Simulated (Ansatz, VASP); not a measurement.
# PbO2 in VASP and in Ansatz

The input INCAR:

```
SYSTEM = PbO2
PREC = Accurate
ENCUT = 600
EDIFF = 1E-7
ISMEAR = -1
SIGMA = 0.05
LREAL = .False.
LASPH = .True.
NELM = 60
ALGO = Normal
ISIF = 3
LWAVE = .False.
LCHARG = .False.
GGA = PE
IVDW = 12
IBRION = 2
NSW = 60
EDIFFG = -0.01
```

The input KPOINTS:

```
Automatic mesh
0
Gamma
  9 9 9
  0 0 0
```

File POSCAR:

```
PbO2
1.0
    0.0000000000      2.7019920000      2.7019920000
    2.7019920000      0.0000000000      2.7019920000
    2.7019920000      2.7019920000      0.0000000000
Pb O
1 2
Direct
    0.0000000000      0.0000000000      0.0000000000
    0.7500000000      0.7500000000      0.7500000000
    0.2500000000      0.2500000000      0.2500000000
```

The input input.yaml:

```yaml
crystal:
  lattice:
    - [0.0, 2.701992, 2.701992]
    - [2.701992, 0.0, 2.701992]
    - [2.701992, 2.701992, 0.0]
  atoms:
    - { symbol: Pb, position: [0.0, 0.0, 0.0] }
    - { symbol: O, position: [0.75, 0.75, 0.75] }
    - { symbol: O, position: [0.25, 0.25, 0.25] }
hamiltonian:
  xc: pbe
  pseudopotentials: { kind: paw }
  dispersion: d3bj
kpoints:
  mp_grid: { grid: [9, 9, 9] }
scf:
  occupations: { method: fermi_dirac, width: 0.05 }
output:
  forces: true
  stress: true
  eigenvalues: true
relax:
  f_tol: 0.01
  max_steps: 40
  cell: { stress_tol: 0.05 }
```

The cell comes from a database or a generator and needn't be the stable form of this composition.

Alike in both runs: task relaxation of cell and atoms; functional PBE; dispersion D3(BJ); k mesh 9 × 9 × 9; occupations fermi-dirac, width 0.05 eV; no spin polarisation.

|  | VASP | Ansatz |
| --- | --- | --- |
| version | VASP 6.6.1 | Ansatz 0.2.0 |
| potentials or method | VASP PAW PBE potentials, release 64 (Pb_d, O) | Ansatz PAW |
| plane-wave cutoff (eV) | 600 | 420 |
| valence electrons in the cell | 26 | 26 |

Ansatz gave:

```
gap on the k mesh at the Fermi level, each at its own relaxed structure (eV) : none
relaxed volume (Å³/atom)                                                     : 12.92
relaxed cell length with the largest relative difference (Å)                 : 3.798
energy change over the relaxation (meV/atom)                                 : -2
```

Problem. Estimate VASP's values.

Solution. gap on the k mesh at the Fermi level, each at its own relaxed structure (eV): none; relaxed volume (Å³/atom): 12.92; relaxed cell length with the largest relative difference (Å): 3.799; energy change over the relaxation (meV/atom): -2.

A gap of «none» marks a metal or a gap that the smearing closes.

Caveats: pairwise dispersion overbinds metals, which lowers pressure and volume; the plane-wave basis is chosen anew once the cell has moved, so the energies of steps on either side of that aren't comparable (Ansatz); the pressure holds a Pulay correction of +0.6 GPa for the finite cutoff (Ansatz). Spin-orbit coupling is left out, which matters for the levels of Pb.
